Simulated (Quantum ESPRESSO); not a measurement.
# Ir (Fm-3m) in Quantum ESPRESSO: a series of runs

The runs below take Ir through phonons, with PBE.

Program: Quantum ESPRESSO 7.5. These are calculated values, not measurements. Logs are shortened: lines on timing, memory, paths and dates and some standing lists are left out, and cuts for length are marked.

## 1. The structure

It takes space group Fm-3m (No. 225, cubic). Conventional cell: a = 3.831 Å, b = 3.831 Å, c = 3.831 Å, α = 90.00°, β = 90.00°, γ = 90.00°. Around Ir (site symmetry m-3m) lie 12 Ir at 2.71 Å.

## 2. Phonons, PBE, target pressure 5 GPa, at which the enthalpy is minimised

Input file pw.in:

```
&CONTROL
  calculation = 'scf'
  prefix = 'pwscf'
  outdir = './tmp'
  pseudo_dir = './pseudo'
  tprnfor = .true.
  tstress = .true.
  disk_io = 'low'
/
&SYSTEM
  ibrav = 0
  A = 2.7090675
  nat = 1
  ntyp = 1
  ecutwfc = 68
  nbnd = 15
  occupations = 'smearing'
  smearing = 'mv'
  degauss = 0.01469973
/
&ELECTRONS
  conv_thr = 2d-10
  electron_maxstep = 120
  mixing_beta = 0.5
/
ATOMIC_SPECIES
Ir   192.2170 Ir.upf
CELL_PARAMETERS alat
   0.0000000000    0.7071067812    0.7071067812
   0.7071067812    0.0000000000    0.7071067812
   0.7071067812    0.7071067812    0.0000000000
ATOMIC_POSITIONS alat
Ir     0.0000000000    0.0000000000    0.0000000000
K_POINTS automatic
12 12 12 0 0 0
```

Input file relax.in:

```
&CONTROL
  calculation = 'vc-relax'
  prefix = 'pwscf'
  outdir = './tmp'
  pseudo_dir = './pseudo'
  tprnfor = .true.
  tstress = .true.
  disk_io = 'low'
  nstep = 40
  forc_conv_thr = 0.0001
  etot_conv_thr = 1d-06
/
&SYSTEM
  ibrav = 0
  A = 2.7090675
  nat = 1
  ntyp = 1
  ecutwfc = 68
  nbnd = 15
  occupations = 'smearing'
  smearing = 'mv'
  degauss = 0.01469973
/
&ELECTRONS
  conv_thr = 2d-10
  electron_maxstep = 120
  mixing_beta = 0.5
/
&IONS
  ion_dynamics = 'bfgs'
/
&CELL
  cell_dynamics = 'bfgs'
  press = 50
  press_conv_thr = 0.2
/
ATOMIC_SPECIES
Ir   192.2170 Ir.upf
CELL_PARAMETERS alat
   0.0000000000    0.7071067812    0.7071067812
   0.7071067812    0.0000000000    0.7071067812
   0.7071067812    0.7071067812    0.0000000000
ATOMIC_POSITIONS alat
Ir     0.0000000000    0.0000000000    0.0000000000
K_POINTS automatic
12 12 12 0 0 0
```

Input file scf2.in:

```
&CONTROL
  calculation = 'scf'
  prefix = 'pwscf'
  outdir = './tmp'
  pseudo_dir = './pseudo'
  tprnfor = .true.
  tstress = .true.
  disk_io = 'low'
/
&SYSTEM
  ibrav = 0
  A = 2.72136564
  nat = 1
  ntyp = 1
  ecutwfc = 68
  nbnd = 15
  occupations = 'smearing'
  smearing = 'mv'
  degauss = 0.01469973
/
&ELECTRONS
  conv_thr = 1d-13
  electron_maxstep = 120
  mixing_beta = 0.5
  startingpot = 'file'
  startingwfc = 'file'
/
ATOMIC_SPECIES
Ir   192.2170 Ir.upf
CELL_PARAMETERS alat
   0.0000000000    0.7071067807    0.7071067807
   0.7071067807    0.0000000000    0.7071067807
   0.7071067807    0.7071067807    0.0000000000
ATOMIC_POSITIONS alat
Ir     0.0000000000    0.0000000000    0.0000000000
K_POINTS automatic
12 12 12 0 0 0
```

Input file ph.in:

```
phonons of Ir
&INPUTPH
  prefix = 'pwscf'
  outdir = './tmp'
  tr2_ph = 1d-18
  fildyn = 'dyn'
  niter_ph = 90
  alpha_mix(1) = 0.4
/
0.1767766953 0.7071067812 0.1767766953
```

Potentials or basis: PseudoDojo 0.4.1 SR PBE standard.

Launch:

```sh
$ OMP_NUM_THREADS=1 mpirun -n 4 pw.x -nk 4 -in pw.in > pw.out
$ OMP_NUM_THREADS=1 mpirun -n 4 pw.x -nk 4 -in relax.in > relax.out
$ OMP_NUM_THREADS=1 mpirun -n 4 pw.x -nk 4 -in scf2.in > scf2.out
$ OMP_NUM_THREADS=1 mpirun -n 4 ph.x -nk 4 -in ph.in > ph.out
```

pw.out:

```text
This program is part of the open-source Quantum ESPRESSO suite
     for quantum simulation of materials; please cite
[... 6 lines left out ...]
     using ibrav=0 with symmetry is DISCOURAGED, use correct ibrav instead

     K-points division:     npool     =       4
     Subspace diagonalization in iterative solution of the eigenvalue problem:
     a serial algorithm will be used

     G-vector sticks info
     --------------------
     sticks:   dense  smooth     PW     G-vecs:    dense   smooth      PW
     Sum         499     499    163                 7239     7239    1363

     Using Slab Decomposition

     bravais-lattice index     =            0
     lattice parameter (alat)  =       5.1194  a.u.
     unit-cell volume          =      94.8727 (a.u.)^3
     number of atoms/cell      =            1
     number of atomic types    =            1
     number of electrons       =        17.00
     number of Kohn-Sham states=           15
     kinetic-energy cutoff     =      68.0000  Ry
     charge density cutoff     =     272.0000  Ry
     scf convergence threshold =      2.0E-10
     mixing beta               =       0.5000
     number of iterations used =            8  plain     mixing
     Exchange-correlation= PBE
                           (   1   4   3   4   0   0   0)

     celldm(1)=   5.119396  celldm(2)=   0.000000  celldm(3)=   0.000000
     celldm(4)=   0.000000  celldm(5)=   0.000000  celldm(6)=   0.000000

     crystal axes: (cart. coord. in units of alat)
               a(1) = (   0.000000   0.707107   0.707107 )
               a(2) = (   0.707107   0.000000   0.707107 )
               a(3) = (   0.707107   0.707107   0.000000 )

     reciprocal axes: (cart. coord. in units 2 pi/alat)
               b(1) = ( -0.707107  0.707107  0.707107 )
               b(2) = (  0.707107 -0.707107  0.707107 )
               b(3) = (  0.707107  0.707107 -0.707107 )

     PseudoPot. # 1 for Ir read from file:
     Ir.upf
     Pseudo is Norm-conserving + core correction, Zval = 17.0
     Generated using ONCVPSP code by D. R. Hamann
     Using radial grid of 1310 points,  8 beta functions with:
                l(1) =   0
                l(2) =   0
                l(3) =   1
                l(4) =   1
                l(5) =   2
                l(6) =   2
                l(7) =   3
                l(8) =   3

     atomic species   valence    mass     pseudopotential
     Ir               17.00   192.21700     Ir( 1.00)

     48 Sym. Ops., with inversion, found

   Cartesian axes

     site n.     atom                  positions (alat units)
         1        Ir     tau(   1) = (   0.0000000   0.0000000   0.0000000  )

     number of k points=    72  Marzari-Vanderbilt smearing, width (Ry)=  0.0147
                       cart. coord. in units 2pi/alat
        k(    1) = (   0.0000000   0.0000000   0.0000000), wk =   0.0011574
        k(    2) = (   0.0589256   0.0589256  -0.0589256), wk =   0.0092593
        k(    3) = (   0.1178511   0.1178511  -0.1178511), wk =   0.0092593
        k(    4) = (   0.1767767   0.1767767  -0.1767767), wk =   0.0092593
        k(    5) = (   0.2357023   0.2357023  -0.2357023), wk =   0.0092593
        k(    6) = (   0.2946278   0.2946278  -0.2946278), wk =   0.0092593
[... 64 lines left out ...]
        k(   71) = (  -0.7071068   0.2357023   0.0000000), wk =   0.0138889
        k(   72) = (  -0.7071068   0.3535534   0.0000000), wk =   0.0069444

     Dense  grid:     7239 G-vectors     FFT dimensions: (  27,  27,  27)

     Initial potential from superposition of free atoms

     starting charge      16.9998, renormalised to      17.0000
     Starting wfcs are   10 randomized atomic wfcs +    5 random wfcs

     Self-consistent Calculation

     iteration #  1     ecut=    68.00 Ry     beta= 0.50
     Davidson diagonalization with overlap
     ethr =  1.00E-02,  avg # of iterations =  4.4

     Threshold (ethr) on eigenvalues was too large:
     Diagonalizing with lowered threshold

     Davidson diagonalization with overlap
     ethr =  1.00E-04,  avg # of iterations =  3.1

     total energy              =    -230.31631551 Ry
     estimated scf accuracy    <       0.01715664 Ry

     iteration #  2     ecut=    68.00 Ry     beta= 0.50
     Davidson diagonalization with overlap
     ethr =  1.01E-04,  avg # of iterations =  2.1
[... 36 lines left out ...]
     total energy              =    -230.31959787 Ry
     estimated scf accuracy    <          9.3E-10 Ry

     iteration #  8     ecut=    68.00 Ry     beta= 0.50
     Davidson diagonalization with overlap
     ethr =  5.44E-12,  avg # of iterations =  2.2

     End of self-consistent calculation

          k = 0.0000 0.0000 0.0000 (   893 PWs)   bands (ev):

   -66.9344 -23.3279 -23.3279 -23.3279  14.9195  22.1910  22.1910  22.1910
    24.9089  24.9089  39.7088  45.2525  45.2525  45.2525  50.7956

          k = 0.0589 0.0589-0.0589 (   914 PWs)   bands (ev):

   -66.9299 -23.3839 -23.3356 -23.3356  15.2292  22.0283  22.3214  22.3214
    24.8257  24.8257  40.2415  43.9705  45.7716  45.7716  52.3686

          k = 0.1179 0.1179-0.1179 (   911 PWs)   bands (ev):
[... 111 lines left out ...]
   -66.8671 -23.9883 -23.5874 -23.4415  18.9675  21.5645  22.2824  22.9846
    25.5589  28.8174  35.8928  41.4722  43.0688  47.6612  50.3144

          k =-0.0589-0.2946 0.2946 (   899 PWs)   bands (ev):

   -66.8798 -23.8654 -23.5545 -23.4066  18.7006  21.2098  22.0640  23.2473
    24.4453  27.5937  38.6647  42.4833  43.9846  47.3859  50.5534

          k = 0.0000-0.2357 0.2357 (   905 PWs)   bands (ev):

   -66.8952 -23.7286 -23.4894 -23.3758  17.7227  21.0814  22.5055  23.4131
    23.7611  26.3406  40.5190  43.3286  45.6935  46.1261  51.0798

          k = 0.3536 0.0000 0.0000 (   902 PWs)   bands (ev):

   -66.8896 -23.7207 -23.4780 -23.4780  17.9117  20.1919  23.0311  24.2085
    24.2085  25.8734  43.6947  44.0521  44.0521  45.1120  49.2143

          k = 0.4125 0.0589-0.0589 (   895 PWs)   bands (ev):

   -66.8769 -23.8343 -23.5209 -23.5127  18.5353  19.8824  22.7783  24.5551
    25.4192  26.3603  41.1617  42.9083  43.6226  46.5343  48.4750

          k = 0.4714 0.1179-0.1179 (   896 PWs)   bands (ev):
[... 11 lines left out ...]
   -66.8532 -23.9941 -23.7141 -23.5152  19.4224  20.7826  22.3950  23.8701
    26.6526  31.5161  33.1498  40.0569  43.7394  44.4509  53.7604

          k =-0.0589-0.4125 0.4125 (   893 PWs)   bands (ev):

   -66.8573 -23.9501 -23.7323 -23.4814  19.7718  21.0353  21.8631  23.7365
    25.6649  30.1503  35.8244  39.4291  43.7918  46.1001  50.7202

          k = 0.0000-0.3536 0.3536 (   889 PWs)   bands (ev):

   -66.8671 -23.9066 -23.6705 -23.4417  19.7142  21.0946  21.4984  23.6477
    24.7221  29.0135  37.6840  40.5692  43.5184  48.3099  48.7553

          k = 0.4714 0.0000-0.0000 (   906 PWs)   bands (ev):

   -66.8672 -23.9064 -23.5522 -23.5522  18.5330  19.4038  23.9240  25.5958
    25.5958  26.4116  41.2064  41.2064  42.6291  46.1046  48.0314

          k = 0.5303 0.0589-0.0589 (   901 PWs)   bands (ev):
[... 21 lines left out ...]
   -66.8508 -24.0382 -23.6061 -23.6061  18.2928  18.8838  26.2637  26.8354
    26.9669  26.9669  38.6779  38.6779  38.7809  46.8364  50.3868

          k =-0.0589-0.6482 0.6482 (   901 PWs)   bands (ev):

   -66.8462 -24.0599 -23.6438 -23.6135  18.3225  18.8960  25.7105  26.5916
    27.4449  29.2217  36.0909  38.3845  38.4478  47.7498  50.9288

          k = 0.0000-0.5893 0.5893 (   900 PWs)   bands (ev):

   -66.8451 -24.0262 -23.7142 -23.5972  18.6409  19.3327  24.4536  26.0233
    27.2087  31.6813  33.9992  38.0472  39.5319  48.1220  51.7112

          k =-0.7071 0.0000 0.0000 (   934 PWs)   bands (ev):

   -66.8447 -24.0856 -23.6257 -23.6257  18.1222  18.7034  26.9977  27.6166
    27.6166  27.7789  36.7158  37.6139  37.6139  47.4220  51.3110

          k = 0.2357 0.1179 0.0000 (   907 PWs)   bands (ev):

   -66.9075 -23.6011 -23.4264 -23.3769  16.8098  21.1453  22.7940  23.1229
    23.9755  25.4866  41.9901  42.7218  45.6343  47.5153  50.7024

          k = 0.2946 0.1768-0.0589 (   899 PWs)   bands (ev):

   -66.8922 -23.7587 -23.4793 -23.4012  17.8710  20.9569  22.4088  23.3305
    24.3851  26.2852  40.2895  43.2993  45.6362  46.4466  51.4283

          k = 0.3536 0.2357-0.1179 (   894 PWs)   bands (ev):
[... 6 lines left out ...]
   -66.8655 -24.0373 -23.5406 -23.4605  18.6894  21.5426  22.6589  22.9349
    26.4896  28.6467  34.7342  41.0777  43.6878  46.2990  52.4521

          k =-0.2357-0.3536 0.4714 (   902 PWs)   bands (ev):

   -66.8614 -24.0802 -23.5475 -23.4718  18.6755  21.4135  22.7421  23.4055
    26.8563  29.5916  33.0650  40.7755  43.7469  45.0688  54.2586

          k = 0.3536 0.1179 0.0000 (   895 PWs)   bands (ev):

   -66.8866 -23.7664 -23.5040 -23.4527  18.2080  20.3461  22.4362  24.2042
    24.4366  26.3109  41.4157  43.5692  44.7190  45.5592  50.9990

          k = 0.4125 0.1768-0.0589 (   898 PWs)   bands (ev):

   -66.8727 -23.8856 -23.5646 -23.4814  18.9978  20.3692  21.9121  24.1664
    25.5488  27.4941  38.8346  42.4515  43.1667  46.9507  50.6364

          k =-0.2357-0.4714 0.5893 (   894 PWs)   bands (ev):
[... 11 lines left out ...]
   -66.8573 -24.0008 -23.6676 -23.4943  19.5167  20.9089  22.2161  23.5514
    26.3037  30.3883  34.2833  40.8057  42.6405  45.9337  51.8229

          k =-0.0589-0.2946 0.4125 (   897 PWs)   bands (ev):

   -66.8656 -23.9349 -23.6439 -23.4617  19.5644  21.2310  21.2774  23.7556
    25.3285  29.0009  36.9979  41.0567  42.9915  47.8605  49.5320

          k = 0.0000-0.2357 0.3536 (   894 PWs)   bands (ev):

   -66.8783 -23.8476 -23.5748 -23.4266  18.9526  20.7279  21.8472  23.9864
    24.2860  27.6271  39.2798  42.3915  43.8305  46.6653  50.9420

          k = 0.4714 0.1179-0.0000 (   893 PWs)   bands (ev):

   -66.8657 -23.9163 -23.5810 -23.5378  18.8735  19.6324  22.8424  25.5614
    25.5898  27.3990  39.4871  40.9496  42.6232  48.0022  48.1490

          k =-0.1768-0.5303 0.6482 (   895 PWs)   bands (ev):
[... 26 lines left out ...]
   -66.8462 -24.0083 -23.7076 -23.6070  18.8688  19.4833  23.7530  25.7238
    27.3327  31.4426  34.6630  38.0121  39.6495  48.7542  51.3299

          k =-0.0000-0.4714 0.5893 (   902 PWs)   bands (ev):

   -66.8462 -23.9454 -23.7995 -23.5819  19.2839  20.1396  22.8244  24.9844
    26.9954  32.7570  33.9807  37.4049  40.7932  47.8841  52.5439

          k =-0.7071 0.1179-0.0000 (   900 PWs)   bands (ev):

   -66.8447 -24.0556 -23.6573 -23.6277  18.4391  18.9888  25.2086  26.4241
    27.6181  30.3412  35.4797  37.4325  38.7179  48.5719  50.9132

          k =-0.2357-0.4714 0.7071 (   899 PWs)   bands (ev):

   -66.8615 -23.9293 -23.6593 -23.5116  19.7757  20.2837  21.4325  24.8461
    25.5957  29.0926  37.5671  40.0069  42.5894  48.4688  49.0805

          k =-0.1768-0.4125 0.6482 (   901 PWs)   bands (ev):
[... 11 lines left out ...]
   -66.8492 -23.9659 -23.7207 -23.5952  19.4579  19.9514  22.3352  25.2600
    26.9587  31.0653  35.9475  37.7144  40.5586  49.6434  49.9339

          k =-0.0589-0.4125 0.6482 (   900 PWs)   bands (ev):

   -66.8462 -23.9214 -23.7993 -23.6077  19.7133  20.4707  21.9119  24.5743
    27.2857  33.1123  34.3243  37.2298  40.0299  49.2476  51.3654

          k = 0.0000-0.3536 0.5893 (   902 PWs)   bands (ev):

   -66.8477 -23.8883 -23.8338 -23.5852  20.0319  20.9054  21.2148  24.4100
    26.9570  32.1400  36.1538  36.3820  40.8299  48.7781  50.7617

          k =-0.7071 0.2357 0.0000 (   896 PWs)   bands (ev):

   -66.8447 -23.9730 -23.7431 -23.6317  19.2345  19.8308  23.0081  25.0976
    27.6209  32.9353  34.5643  36.7078  39.3416  50.4574  51.5863

          k =-0.7071 0.3536 0.0000 (   892 PWs)   bands (ev):

   -66.8447 -23.8588 -23.8588 -23.6337  19.7866  21.1903  21.1903  24.2791
    27.6224  34.3035  35.1754  35.1754  39.4592  50.9238  50.9238

     the Fermi energy is    26.1394 ev

!    total energy              =    -230.31959787 Ry
     estimated scf accuracy    <          2.6E-11 Ry
     smearing contrib. (-TS)   =      -0.00008239 Ry
     internal energy E=F+TS    =    -230.31951549 Ry

     The total energy is F=E-TS. E is the sum of the following terms:
     one-electron contribution =     -32.52981273 Ry
     hartree contribution      =      28.97842247 Ry
     xc contribution           =     -43.75154878 Ry
     ewald contribution        =    -183.01657644 Ry

     convergence has been achieved in   8 iterations

     Forces acting on atoms (cartesian axes, Ry/au):

     atom    1 type  1   force =     0.00000000    0.00000000    0.00000000

     Total force =     0.000000     Total SCF correction =     0.000000

     Computing stress (Cartesian axis) and pressure

          total   stress  (Ry/bohr**3)                   (kbar)     P=      103.17
   0.00070132   0.00000000   0.00000000          103.17        0.00        0.00
   0.00000000   0.00070132   0.00000000            0.00      103.17        0.00
   0.00000000   0.00000000   0.00070132            0.00        0.00      103.17

=------------------------------------------------------------------------------=
   JOB DONE.
=------------------------------------------------------------------------------=
```

Run time: 11 min. Hardware: 4 MPI ranks of Arm Neoverse N1, shared host; peak memory 0.36 GiB.

What came out:

```
Free energy                                 : -3133.6670 eV
Relaxed volume                              : 14.25 Å³/atom
Relaxed cell                                : a = 2.721 Å, b = 2.721 Å, c = 2.721 Å, α = 60.00°, β = 60.00°, γ = 60.00°
Space group after relaxing (to 0.05 Å)      : Fm-3m (No. 225)
Pressure after relaxing                     : 5.0 GPa
Band gap on the k mesh                      : none (metal or under the smearing width)
Highest phonon frequency at the q point run : 183 cm⁻¹
```

Step by step:
| step | energy change (eV) | largest force (eV/Å) | pressure (GPa) | volume (Å³) |
| --- | --- | --- | --- | --- |
| 1 | 0.0000 | 0.0000 | 10.32 | 14.06 |
| 2 | -0.0122 | 0.0000 | 0.10 | 14.44 |
| 3 | -0.0093 | 0.0000 | 4.87 | 14.26 |
| 4 | -0.0092 | 0.0000 | 5.00 | 14.25 |

Final structure:
```yaml
crystal:
  lattice:
    - [0.00000, 1.92430, 1.92430]
    - [1.92430, 0.00000, 1.92430]
    - [1.92430, 1.92430, 0.00000]
  atoms:
    - { symbol: Ir, position: [0.00000, 0.00000, 0.00000] }
```

Levels at points of the mesh, in eV from the Fermi level:
| k point | band 4 | band 5 | band 6 | band 7 | band 8 | band 9 | band 10 | band 11 | band 12 | band 13 |
| --- | --- | --- | --- | --- | --- | --- | --- | --- | --- | --- |
| (0.00, 0.00, 0.00) | -49.44 | -11.07 | -3.86 | -3.86 | -3.86 | -1.20 | -1.20 | 13.62 | 19.08 | 19.08 |
| (0.00, 0.00, -0.50) | -49.54 | -8.05 | -3.97 | -3.97 | -0.79 | 0.87 | 0.87 | 7.17 | 13.27 | 19.04 |
| (0.00, -0.50, -0.50) | -49.72 | -7.85 | -7.28 | 0.84 | 1.44 | 1.44 | 1.65 | 10.39 | 11.42 | 11.42 |

Phonon frequencies in cm⁻¹ (negative: imaginary):
```
              q point  frequencies
(0.625, 0.250, 0.625)  167 181 183
```

Phonon modes at q = (0.625, 0.250, 0.625) in reciprocal lattice units:
| mode | symmetry | cm⁻¹ |
| --- | --- | --- |
| 1 | B_1 | 167 |
| 2 | B_2 | 181 |
| 3 | A_1 | 183 |

Caveat: the cell is more than 3 GPa from zero pressure, which shifts response properties; the q point doesn't lie on the k mesh, which can shift a metal's frequencies strongly unless the mesh is converged. Spin-orbit coupling is left out, which matters for the levels of Ir.

(Continued in part 2 of 4.)
